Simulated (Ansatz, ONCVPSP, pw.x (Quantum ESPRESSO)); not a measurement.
**pw.x on bcc Tc: one setting changed**

Potential: optimised norm-conserving Vanderbilt (ONCV), ONCVPSP 4.0.1, PBE; core [Ar] 3d10, reference 4s2 4p6 4d5 5s2; waves: 4s+5s: rc 1.45 bohr, ncon 4, nbas 7, qcut 9.7 1/bohr, 2 projectors; 4p: rc 1.65 bohr, ncon 4, nbas 7, qcut 7.2 1/bohr, 2 projectors, debl 3.2 Ha; 4d: rc 1.95 bohr, ncon 4, nbas 8, qcut 9 1/bohr, 1 projector; f scattering state at 0.46 Ha: rc 1.90 bohr, ncon 4, nbas 7, qcut 6 1/bohr, 1 projector; local part: polynomial inside 0.90 bohr (lpopt 5, dvloc0 1 Ha); core correction: Teter function fitted to the true core (icmod 2), fcfact 0.3.

The reference run (k-mesh 15³, cutoffs 85/340 Ry, Fermi–Dirac 0.01 Ry, mixing_beta 0.4, conv_thr 1e-9, no spin) gives 0.38 GPa at 14.631 Å³/atom, where all-electron LAPW gives 0.42 GPa. This run, with its own iteration cap, changes k-mesh points per axis to 3.

```
&control
  calculation='scf', prefix='x', pseudo_dir='./', outdir='./tmp', tstress=.true., disk_io='none'
/
&system
  ibrav=0, nat=1, ntyp=1, ecutwfc=85, ecutrho=340, nbnd=15,
  occupations='smearing', smearing='fd', degauss=0.01
/
&electrons
  conv_thr=1e-09, mixing_beta=0.4, electron_maxstep=50
/
ATOMIC_SPECIES
Tc 1.0 Tc.UPF
CELL_PARAMETERS angstrom
  -1.54077068 1.54077068 1.54077068
  1.54077068 -1.54077068 1.54077068
  1.54077068 1.54077068 -1.54077068
ATOMIC_POSITIONS crystal
Tc 0.0000 0.0000 0.0000
K_POINTS automatic
3 3 3 0 0 0
```

```bash
pw.x < Tc.scf.in > Tc.scf.out
```

**Question.** How does the run end?

**Answer.** It converges in 8 iterations; the free energy moves by +1.03 eV/atom and the pressure by +21.32 GPa.

```
Message from routine setup:
     using ibrav=0 with symmetry is DISCOURAGED, use correct ibrav instead
     lattice parameter (alat)  =       5.0431  a.u.
     unit-cell volume          =      98.7349 (a.u.)^3
     number of electrons       =        15.00
     number of Kohn-Sham states=           15
     kinetic-energy cutoff     =      85.0000  Ry
     charge density cutoff     =     340.0000  Ry
     scf convergence threshold =      1.0E-09
     Exchange-correlation= PBE
     number of k points=     4  Fermi-Dirac smearing, width (Ry)=  0.0100
     iteration #  1     ecut=    85.00 Ry     beta= 0.40
     total energy              =    -180.01900814 Ry
     estimated scf accuracy    <       0.04323271 Ry
     iteration #  2     ecut=    85.00 Ry     beta= 0.40
     total energy              =    -180.02272161 Ry
     estimated scf accuracy    <       0.00369433 Ry
     iteration #  3     ecut=    85.00 Ry     beta= 0.40
     total energy              =    -180.02309420 Ry
     estimated scf accuracy    <       0.00046562 Ry
     [... 2 iterations left out ...]
     iteration #  6     ecut=    85.00 Ry     beta= 0.40
     total energy              =    -180.02311163 Ry
     estimated scf accuracy    <       0.00000003 Ry
     iteration #  7     ecut=    85.00 Ry     beta= 0.40
     total energy              =    -180.02311163 Ry
     estimated scf accuracy    <          2.5E-09 Ry
     iteration #  8     ecut=    85.00 Ry     beta= 0.40
     the Fermi energy is    22.7867 ev
!    total energy              =    -180.02311164 Ry
     estimated scf accuracy    <          4.4E-10 Ry
     smearing contrib. (-TS)   =      -0.00903861 Ry
     The total energy is F=E-TS. E is the sum of the following terms:
     one-electron contribution =     -24.51264924 Ry
     hartree contribution      =      22.72816825 Ry
     xc contribution           =     -37.61656243 Ry
     ewald contribution        =    -140.61302961 Ry
     convergence has been achieved in   8 iterations
          total   stress  (Ry/bohr**3)                   (kbar)     P=      216.95
     Message from routine punch:
     Nothing written, as per user request (disk_io='none')
```

The run took about 1.3 s on one core of a shared host (AMD EPYC 9R45 96-Core Processor, 96 threads, 376 GiB, load 46).
